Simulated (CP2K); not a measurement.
The system is MgTe.

```
Te Mg
1.0
     4.57074    0.00000    0.00000
     2.28537    3.95837    0.00000
     2.28537    1.31946    3.73199
Te Mg
1 1
Direct
  0.25000 0.25000 0.25000
  0.00000 0.00000 0.00000
```

The cell comes from a database or a generator and needn't be the stable form of this composition.

Base run:

| Property | Result |
| --- | --- |
| Program | CP2K 2026.2 |
| Functional | BLYP |
| Potentials or basis | POTENTIAL_UZH Te GTH-PBE-q6, Mg GTH-PBE-q10; TZVP-MOLOPT-PBE-GTH basis |
| Density cutoff | 19048 eV |
| k mesh | 7 × 7 × 7 |
| Occupations | fermi-dirac, width 0.05 eV |
| Spin | no spin polarisation |

Its results: band gap on the k mesh 2.37 eV, direct; pressure 2.7 GPa.

Q: The run is repeated on the same cell with these changes: functional from BLYP to PBE. What comes out?

A: Band gap on the k mesh 2.24 eV, direct; pressure 1.6 GPa.

PBE binds more tightly than BLYP, so the same cell stands under less pressure.

Caveats: spin-orbit coupling is left out, which moves the levels of the heavy elements; the basis of atomic orbitals isn't converged, which shifts pressures, moduli and gaps; the potentials were made for another functional, which shifts forces and pressure (some runs).

